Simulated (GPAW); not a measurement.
# SnSe2: one start, several treatments of the self-energy

Wanted: the gap of SnSe2 under several approximations, with cost.

Calculated with GPAW 26.7.0; PBE and many-body steps on it, plane waves.

**1. The starting structure**

The cell holds 3 atoms: 1 Sn and 2 Se. Cell: a = 3.811 Å, b = 3.811 Å, c = 14.100 Å, α = 90.0°, β = 90.0°, γ = 120.0°. It derives from SnSe2. Vacuum lies along c.

As a file:

```cif
data_structure
_symmetry_space_group_name_H-M 'P 1'
_symmetry_Int_Tables_number 1
_cell_length_a 3.8110
_cell_length_b 3.8110
_cell_length_c 14.1000
_cell_angle_alpha 90.000
_cell_angle_beta 90.000
_cell_angle_gamma 120.000
_cell_volume 177.35
loop_
_atom_site_label
_atom_site_type_symbol
_atom_site_fract_x
_atom_site_fract_y
_atom_site_fract_z
_atom_site_occupancy
Sn1 Sn 0.00000 0.00000 0.50000 1
Se2 Se 0.33333 0.66667 0.60836 1
Se3 Se 0.66667 0.33333 0.39164 1
```

**2. Empty states on the mesh, 9×9×1 mesh, 298 bands**

This step: GPAW 26.7.0; DFT, PBE, plane waves, PAW.

The sums over transitions need many empty states on a uniform mesh; this step solves for them.

The input, run.py:

```python
import json
import numpy as np
from gpaw.mpi import world
from gpaw import GPAW

calc = GPAW('gs.gpw').fixed_density(kpts={'size': (9, 9, 1), 'gamma': True},
    parallel={'domain': 1, 'band': 1},
    txt='nscf.txt')
calc.diagonalize_full_hamiltonian(nbands=298)
calc.write('full.gpw', mode='all')
res = {}
kpts = calc.get_ibz_k_points()
res['kpts'] = kpts
res['eigenvalues'] = [calc.get_eigenvalues(kpt=k) for k in range(len(kpts))]
res['n_electrons'] = calc.get_number_of_electrons()

if world.rank == 0:
    with open('result.json', 'w') as f:
        json.dump(res, f, default=lambda x: x.tolist())
```

Command:

```sh
$ mpirun -n 4 gpaw python run.py
```

Numbers of over 12 decimals in the logs are rounded to 6 here.

The program printed:

```text
Diagonalizing LCAO Hamiltonian
Converting LCAO to pw mode
convergence criteria:
- Maximum integral of absolute [eigenst]ate change: 4e-08 eV^2 / valence electron
maximum number of iterations: 100

SCF iterations
|iter     |     time |      energy | eigst |  dens |
|iter:   1|  |             | +0.59 |       |
|iter:   2|  |             | -0.75 |       |
|iter:   3|  |             | -1.60 |       |
[...]
|iter:   9|  |             | -6.37 |       |
|iter:  10|  |             | -7.20 |       |
|iter:  11|  |             | -7.73c|       |
SCF steps: 11
  __  _  _
 | _ |_)|_||  |
 |__||  | ||/\| - 26.7.0

Input parameters:
  mode=PW(ecut=450.000000),
  convergence={'density': 1e-06, 'bands': -3},
  gpts=array([20, 20, 70]),
  kpts=MonkhorstPack(size=(9, 9, 1), gamma=True),
  maxiter=100,
  nbands=20,
  occupations=Occupations(name='fermi-dirac', width=0.001, fixmagmom=False),
  parallel={'domain': 1, 'band': 1},
  xc=XC(name='PBE')
Matrix size: 3889x3889
# Writing to full.gpw (mode='all')
  [... matrices ...]

timing:  # [seconds]
  Total: 126.651  # ━━━━━━━━━━━━━━━━━━━━━━━━━━━━━━━━━━━━━━━━━━━━━━━━━━━━━━━━━
```

Wall time 2.2 min (4 MPI ranks of Arm Neoverse V2, shared host); peak memory 5.4 GiB; 8.7 min of CPU time.

Numbers from this step:

```
gap                                                           : 1.042 eV
k of the valence top                                          : 0.1111, 0, 0
k of the conduction bottom                                    : 0.4444, 0, 0
least direct gap                                              : 1.320 eV
k points computed                                             : 12
lowest point of the top converged band, above the valence top : 77.5100 eV
```

On this mesh the gap is 1.042 eV.

**3. One-shot HSE06**

This step: one-shot HSE06 levels on PBE orbitals, plane waves, PAW.

The input, run.py:

```python
import json
import numpy as np
from gpaw.mpi import world
from gpaw.hybrids.eigenvalues import non_self_consistent_eigenvalues

dft, vxc, vxc_hyb = non_self_consistent_eigenvalues('full.gpw', 'HSE06', 11, 15, kpt_indices=[0, 1, 9])
res = {'dft': dft[0], 'hybrid': (dft - vxc + vxc_hyb)[0]}
if world.rank == 0:
    with open('hybrid.txt', 'w') as f:
        for k, e0, e1 in zip([0, 1, 9], res['dft'], res['hybrid']):
            print(k, ' '.join(f'{x:9.4f}' for x in e0), '|', ' '.join(f'{x:9.4f}' for x in e1), file=f)

if world.rank == 0:
    with open('result.json', 'w') as f:
        json.dump(res, f, default=lambda x: x.tolist())
```

Command:

```sh
$ mpirun -n 4 gpaw python run.py
```

The program printed:

```text
IBZ(<points: 12, symmetries: 12>)
Occupied bands: 13
Transforming wave functions from IBZ to BZ: 0.036 seconds
Distributing wave functions and iFFT-ing to real space: 0.294 seconds
Calculating eigenvalues:
  k-points: 3
  Bands: 11-14 (inclusive)
  Seconds: 1.694 (wave-function broadcasting: 0.013 seconds)
HSE06-eigenvalue shifts:
  min: -0.599 eV
  ave: -0.107 eV
  max: 0.364 eV
```

Wall time 4.5 s (4 MPI ranks); peak memory 1.4 GiB.

Numbers from this step:

```
starting gap on the mesh                       : 1.042 eV
hybrid gap on the mesh                         : 1.672 eV
least direct hybrid gap on the computed points : 1.986 eV
```

**4. GLLB-SC, self-consistent**

This step: DFT, GLLB-SC with its derivative discontinuity, plane waves, PAW.

The input, run.py:

```python
import json
import numpy as np
from gpaw.mpi import world
from ase import Atoms
from gpaw import GPAW, PW, FermiDirac

atoms = Atoms(['Sn', 'Se', 'Se'],
    cell=[[3.8110000000, 0.0000000000, 0.0000000000],
      [-1.9055000000, 3.3004228138, 0.0000000000],
      [0.0000000000, 0.0000000000, 14.1000000000]],
    scaled_positions=[[0.0000000000, 0.0000000000, 0.5000000000],
      [0.3333333333, 0.6666666667, 0.6083591489],
      [0.6666666667, 0.3333333333, 0.3916408511]],
    pbc=(True, True, False))
calc = GPAW(mode=PW(450),
    xc='GLLBSC',
    kpts={'size': (9, 9, 1), 'gamma': True},
    occupations=FermiDirac(0.001),
    nbands=-7,
    convergence={'bands': -3},
    maxiter=120,
    txt='gllbsc.txt')
atoms.calc = calc
atoms.get_potential_energy()
homo, lumo = calc.get_homo_lumo()
response = calc.hamiltonian.xc.response
dxc_pot = response.calculate_discontinuity_potential(homo, lumo)
ks_gap, dxc = response.calculate_discontinuity(dxc_pot)
res = {'ks_gap': ks_gap, 'dxc': dxc}

if world.rank == 0:
    with open('result.json', 'w') as f:
        json.dump(res, f, default=lambda x: x.tolist())
```

Command:

```sh
$ mpirun -n 4 gpaw python run.py
```

The program printed:

```text
[banner, memory and clock lines left out]
___ ___ ___ _ _ _
 |   |   |_  | | | |
 | | | | | . | | | |
 |__ |  _|___|_____|  26.7.0
 |___|_|

Input parameters:
  convergence: {bands: -3}
  kpts: {gamma: True,
         size: (9, 9, 1)}
  maxiter: 120
  mode: {ecut: 450.000000,
         name: pw}
  nbands: -7
  occupations: {fixmagmom: False,
                name: fermi-dirac,
                width: 0.001}
  xc: GLLBSC

System changes: positions, numbers, cell, pbc, initial_charges, initial_magmoms

Initialize ...

species:
  Sn:
    name:    Tin
    Z:       50.0
    valence: 14
    core:    36
    charge:  0.0  # [|e|]
    compensation charges:
      type: gauss
      rc: 0.38  # [Å]
      lmax: 2
    cutoffs:
      filter: 2.23  # [Å]
      core: 2.35  # [Å]
    projectors
    | kind |    occ | energy [eV] | rcut [Å] |
    |   5s |  2.000 |     -11.581 |    1.201 |
    |   5p |  2.000 |      -5.035 |    1.270 |
    |   4d | 10.000 |     -27.256 |    1.185 |
    |    s |        |      15.630 |    1.201 |
    |    p |        |      22.176 |    1.270 |
    |    d |        |      -0.045 |    1.185 |

    Using partial waves for Sn as LCAO basis

  Se:
    name:    Selenium
    Z:       34.0
    valence: 6
    core:    28
    charge:  0.0  # [|e|]
    compensation charges:
      type: gauss
      rc: 0.27  # [Å]
      lmax: 2
    cutoffs:
      filter: 1.77  # [Å]
      core: 2.61  # [Å]
    projectors
    | kind |    occ | energy [eV] | rcut [Å] |
    |   4s |  2.000 |     -19.929 |    0.847 |
    |   4p |  4.000 |      -9.440 |    1.005 |
    |    s |        |       7.282 |    0.847 |
    |    p |        |      17.771 |    1.005 |
    |    d |        |       0.000 |    0.847 |

    Using partial waves for Se as LCAO basis

Reference energy: -300051.150246  # eV

Spin-paired calculation

Convergence criteria:
 Maximum [total energy] change in last 3 cyles: 0.0005 eV / valence electron
 Maximum integral of absolute [dens]ity change: 0.0001 electrons / valence electron
 Maximum integral of absolute [eigenst]ate change: 4e-08 eV^2 / valence electron
 Maximum number of scf [iter]ations: 120
 (Square brackets indicate name in SCF output, whereas a 'c' in
 the SCF output indicates the quantity has converged.)
  [... matrices ...]
Symmetries present (total): 12

  [... matrices ...]
81 k-points: 9 x 9 x 1 Monkhorst-Pack grid
12 k-points in the irreducible part of the Brillouin zone
       k-points in crystal coordinates                weights
   0:     0.00000000    0.00000000    0.00000000          1/81
   1:     0.11111111    0.00000000    0.00000000          6/81
   2:     0.22222222   -0.11111111    0.00000000          6/81
   3:     0.22222222    0.00000000    0.00000000          6/81
   4:     0.33333333   -0.11111111    0.00000000         12/81
   5:     0.33333333    0.00000000    0.00000000          6/81
   6:     0.33333333    0.33333333    0.00000000          2/81
   7:     0.44444444   -0.22222222    0.00000000          6/81
   8:     0.44444444   -0.11111111    0.00000000         12/81
   9:     0.44444444    0.00000000    0.00000000          6/81
          ...
  11:     0.44444444    0.44444444    0.00000000          6/81

Wave functions: Plane wave expansion
  Cutoff energy: 450.000 eV
  Number of coefficients (min, max): 3820, 3889
  Pulay-stress correction: 0.000000 eV/Ang^3 (de/decut=0.000000)
  Using FFTW library
  Wavefunction extrapolation:
    Improved wavefunction reuse through dual PAW basis

Occupation numbers: Fermi-Dirac:
  width: 0.0010  # eV

Eigensolver
   Davidson(niter=2)

Densities:
  Coarse grid: 20*20*70 grid
  Fine grid: 40*40*140 grid
  Total Charge: 0.000000

Density mixing:
  Method: separate
  Backend: msr1
  Linear mixing parameter: 0.05
  old densities: 10
  Width of damping distribution: 1.1
  Damping of long wavelength oscillations: 20

Hamiltonian:
  XC and Coulomb potentials evaluated on a 40*40*140 grid
  Using the GLLBSC Exchange-Correlation functional
  External potential:
    NoExternalPotential

XC parameters: GLLBSC functional being used consists of
  | Weight | Module     | Description                                   |
  |  1.000 | SCREENING  | GGA_X_PBE_SOL with 2 nearest neighbor stencil |
  |  1.000 | RESPONSE   | eps=0.0500 eV                                 |
  |  1.000 | XC         | GGA_C_PBE_SOL with 2 nearest neighbor stencil |

Memory estimate:

Total number of cores used: 4
Parallelization over k-points: 4

Number of atoms: 3
Number of atomic orbitals: 17
Number of bands in calculation: 20
Number of valence electrons: 26
Bands to converge: 17

... initialized

Initializing position-dependent things.

Density initialized from atomic densities
Creating initial wave functions:
  17 bands from LCAO basis set
  3 bands from random numbers

         Se

       Sn
             Se

Atomic positions and initial magnetic moments

Positions:
   0 Sn     0.000000    0.000000    7.050000    ( 0.0000,  0.0000,  0.0000)
   1 Se    -0.000000    2.200282    8.577864    ( 0.0000,  0.0000,  0.0000)
   2 Se     1.905500    1.100141    5.522136    ( 0.0000,  0.0000,  0.0000)
  [... matrices ...]
Unit cell:
           periodic     x           y           z      points  spacing
  1. axis:    yes    3.811000    0.000000    0.000000    20     0.1650
  2. axis:    yes   -1.905500    3.300423    0.000000    20     0.1650
  3. axis:    no     0.000000    0.000000   14.100000    70     0.2014

  Lengths:   3.811000   3.811000  14.100000
  Angles:   90.000000  90.000000 120.000000

Effective grid spacing dv^(1/3) = 0.1850

iter:   1    -14.240726   +0.62
iter:   2    -14.309271   -0.70  -1.12
iter:   3    -14.834183   -0.69  -1.08
iter:   4    -13.436275   -1.27  -0.92
iter:   5    -13.091513   -1.90  -1.10
iter:   6    -12.943925   -1.66  -1.38
iter:   7    -12.908713   -2.90  -2.34
iter:   8    -12.864824   -3.02  -2.26
iter:   9    -12.900038   -3.30  -2.14
iter:  10    -12.900459   -4.10  -3.57
iter:  11    -12.888010c  -4.68  -3.40
iter:  12    -12.893377c  -5.12  -3.22
iter:  13    -12.893212c  -5.57  -3.89
iter:  14    -12.894050c  -5.99  -4.16c
iter:  15    -12.893691c  -6.41  -4.48c
iter:  16    -12.893095c  -6.75  -4.72c
iter:  17    -12.893316c  -7.20  -4.95c
iter:  18    -12.893137c  -7.55c -5.34c

Converged after 18 iterations.

Dipole moment: (-0.000000, -0.000000, -0.000000) |e|*Ang

Energy contributions relative to reference atoms: (reference = -300051.150246)
  [... matrices ...]
Kinetic:        +75.234653
Potential:      -69.247289
External:        +0.000000
XC:             -19.279023
Entropy (-ST):   -0.000000
Local:           +0.398522
SIC:             +0.000000
Free energy:    -12.893137
Extrapolated:   -12.893137

GLLBSC response reference energy: -2.72361 eV (from HOMO)
  [... matrices ...]
Showing only first 2 kpts
 Kpt  Band  Eigenvalues  Occupancy
  0    11     -2.83876    2.00000
  0    12     -2.83876    2.00000
  0    13     -0.59285    0.00000
  0    14      0.79098    0.00000

  1    11     -3.37404    2.00000
  1    12     -2.72355    2.00000
  1    13     -0.08868    0.00000
  1    14      1.41699    0.00000

Fermi level: -1.47128

Gap: 1.289 eV
Transition (v -> c):
  (s=0, k=1, n=12, [0.11, 0.00, 0.00]) -> (s=0, k=9, n=13, [0.44, 0.00, 0.00])
Direct/indirect transitions are different
Direct gap: 1.562 eV
Transition at: (s=0, k=9, n=12, [0.44, 0.00, 0.00])
  [... matrices ...]
```

Elapsed: 7.9 s, on 4 MPI ranks; peak memory 0.83 GiB; 31 s of CPU time.

This step gave:

```yaml
starting_gap_on_the_mesh: 1.289 eV
derivative_discontinuity: 0.6220 eV
quasiparticle_gap_on_the_mesh: 1.911 eV
```

(Continued in part 2 of 2.)

[Paths, hosts, dates, memory and timing lines, banners, echoed tables and standing remarks are left out of the program output.]

[Logs are printed without paths, hosts, clocks, repeated set-up lines and the standing remarks that a program may print on its own settings, such as how far it seeks lower states.]

[Runs of the session that timed out or met a known fault of the program may be left out.]

[Hosts, paths, dates, database ids (printed as entryN), source tags and the programs' standing remarks are cut or masked in the printed files.]
